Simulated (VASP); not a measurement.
InSb in VASP 6.6.1, single-point calculation

INCAR

```
NELM = 120
LWAVE = .FALSE.
ISMEAR = -1
NBANDS = 13
NSW = 0
EDIFF = 1E-7
ENCUT = 520
LCHARG = .FALSE.
LASPH = .TRUE.
IBRION = -1
GGA = PE
SIGMA = 0.02
PREC = Accurate
ISIF = 2
LREAL = .TRUE.
```

KPOINTS

```
KPOINTS created by Atomic Simulation Environment
0
Gamma
6 6 6
0 0 0
```

POSCAR

```
In Sb
 1.0000000000000000
     0.0000000000000000    3.2795130080999999    3.2795130080999999
     3.2303203129000000    0.0000000000000000    3.2795130080999999
     3.2303203129000000    3.2795130080999999    0.0000000000000000
 In  Sb
   1   1
Cartesian
  0.0000000000000000  0.0000000000000000  0.0000000000000000
  1.6151601564499998  1.6397565040500002  1.6397565040500002
```

The recommended PBE PAW datasets give the neutral cell 18 valence electrons.

Command

```
mpirun -np 1 vasp_std
```

OSZICAR

```
N       E                     dE             d eps       ncg     rms          rms(c)
DAV:   1     0.112000569847E+03    0.11200E+03   -0.82306E+03   780   0.139E+03
DAV:   2     0.984537517430E+00   -0.11102E+03   -0.10883E+03   815   0.311E+02
DAV:   3    -0.679514880192E+01   -0.77797E+01   -0.77356E+01  1025   0.895E+01
DAV:   4    -0.700769900232E+01   -0.21255E+00   -0.21241E+00   901   0.172E+01
DAV:   5    -0.701815436367E+01   -0.10455E-01   -0.10455E-01  1161   0.321E+00    0.403E+00
DAV:   6    -0.692064457964E+01    0.97510E-01   -0.18207E-01  1030   0.725E+00    0.235E+00
DAV:   7    -0.690767057246E+01    0.12974E-01   -0.76816E-02  1038   0.296E+00    0.638E-01
DAV:   8    -0.690876488188E+01   -0.10943E-02   -0.80970E-03  1050   0.122E+00    0.265E-01
DAV:   9    -0.690940282753E+01   -0.63795E-03   -0.90885E-04   865   0.306E-01    0.759E-02
DAV:  10    -0.690948539405E+01   -0.82567E-04   -0.62442E-05   978   0.571E-02    0.319E-02
DAV:  11    -0.690953068127E+01   -0.45287E-04   -0.75262E-05   805   0.610E-02    0.174E-02
DAV:  12    -0.690953190299E+01   -0.12217E-05   -0.10204E-06  1024   0.762E-03    0.447E-03
DAV:  13    -0.690953210918E+01   -0.20619E-06   -0.16268E-06   815   0.898E-03    0.230E-03
DAV:  14    -0.690953205778E+01    0.51401E-07   -0.22753E-08   745   0.153E-03
   1 F= -.69095321E+01 E0= -.69094240E+01  d E =-.216017E-03
```

From OUTCAR

```
k-points           NKPTS =     30   k-points in BZ     NKDIM =     30   number of bands    NBANDS=     13

   NELECT =      18.0000    total number of electrons

   dimension x,y,z NGX =    36 NGY =   36 NGZ =   36
   dimension x,y,z NGXF=    72 NGYF=   72 NGZF=   72

  energy-cutoff  :      520.00
  volume of cell :       69.49
      direct lattice vectors                 reciprocal lattice vectors
     0.000000000  3.279513008  3.279513008    -0.154783412  0.152461661  0.152461661
     3.230320313  0.000000000  3.279513008     0.154783412 -0.152461661  0.152461661
     3.230320313  3.279513008  0.000000000     0.154783412  0.152461661 -0.152461661

 k-points in reciprocal lattice and weights: KPOINTS created by Atomic Simulation Env
   0.00000000  0.00000000  0.00000000       0.005
   0.16666667 -0.00000000 -0.00000000       0.037
   0.33333333 -0.00000000 -0.00000000       0.037
   0.50000000 -0.00000000 -0.00000000       0.019
   0.16666667  0.16666667  0.00000000       0.019
   0.33333333  0.16666667 -0.00000000       0.074
   0.50000000  0.16666667 -0.00000000       0.074
  -0.33333333  0.16666667  0.00000000       0.074
   ...

 E-fermi :   4.9049

 k-point     1 :       0.0000    0.0000    0.0000
  band No.  band energies     occupation
      1      -9.6822      2.00000
      2      -9.6822      2.00000
      3      -9.6793      2.00000
      4      -9.6037      2.00000
      5      -9.6013      2.00000
      6      -5.6957      2.00000
      7       4.5686      2.00000
      8       4.8614      1.79553
      9       4.8614      1.79553
     10       4.9321      0.40894
     11       7.8226      0.00000
     12       7.8557      0.00000
     13       7.8557      0.00000

 k-point     2 :       0.1667   -0.0000   -0.0000
  band No.  band energies     occupation
      1      -9.6922      2.00000
      2      -9.6772      2.00000
      3      -9.6753      2.00000
      4      -9.6040      2.00000
      5      -9.6014      2.00000
      6      -5.4548      2.00000
      7       2.4221      2.00000
      8       4.5311      2.00000
      9       4.5926      2.00000
     10       5.8068      0.00000
     11       8.2734      0.00000
     12       8.2906      0.00000
     13       8.5705      0.00000

 k-point     3 :       0.3333   -0.0000   -0.0000
  band No.  band energies     occupation
      1      -9.7136      2.00000
      2      -9.6684      2.00000
      3      -9.6666      2.00000
      4      -9.6036      2.00000
      5      -9.6003      2.00000
      6      -4.8338      2.00000
      7       0.3324      2.00000
      8       4.0537      2.00000
      9       4.1376      2.00000
     10       5.5395      0.00000
     11       8.6633      0.00000
     12       8.7130      0.00000
     13      10.6233      0.00000

 k-point     4 :       0.5000   -0.0000   -0.0000
  band No.  band energies     occupation
      1      -9.7242      2.00000
      2      -9.6648      2.00000
      3      -9.6631      2.00000
      4      -9.6026      2.00000
      5      -9.5990      2.00000
      6      -4.3828      2.00000
      7      -0.6352      2.00000
      8       3.8639      2.00000
      9       3.9574      2.00000
     10       5.3810      0.00000
     11       8.6539      0.00000
     12       8.7295      0.00000
     13      10.9926      0.00000

 ...

  Total        0.9897869      0.8464189      0.8464189     -0.0000000      0.0000000     -0.0000000
  in kB       22.8222250     19.5164867     19.5164867     -0.0000000      0.0000000     -0.0000000
  external PRESSURE =      20.6183995 kB  Pullay stress =       0.0000000 kB

 POSITION                                       TOTAL-FORCE (eV/Angst)
 -----------------------------------------------------------------------------------
      0.00000      0.00000      0.00000         0.000000     -0.000000     -0.000000
      1.61516      1.63976      1.63976        -0.000000      0.000000      0.000000
 -----------------------------------------------------------------------------------
    total drift:                                0.000000     -0.000000     -0.000000

  FREE ENERGIE OF THE ION-ELECTRON SYSTEM (eV)
  ---------------------------------------------------
  free  energy   TOTEN  =        -6.9095320578 eV

  energy  without entropy=       -6.9093160410  energy(sigma->0) =       -6.90942405
```

It converged. Results: gap between bands v and c on the k mesh 0.07 eV; least direct gap on the k mesh 0.07 eV; pressure 2.1 GPa. Band v is the last that the valence electrons fill when counted band by band, and c is the next.

For comparison, a separate PBE run of the intended cell, on usual settings and not on those above, gives a gap of 0.07 eV on its mesh and a pressure of 2.1 GPa.

The run above took about 41 s on one core of a shared host (Intel Xeon Platinum 8488C) and held 0.21 GiB at most.
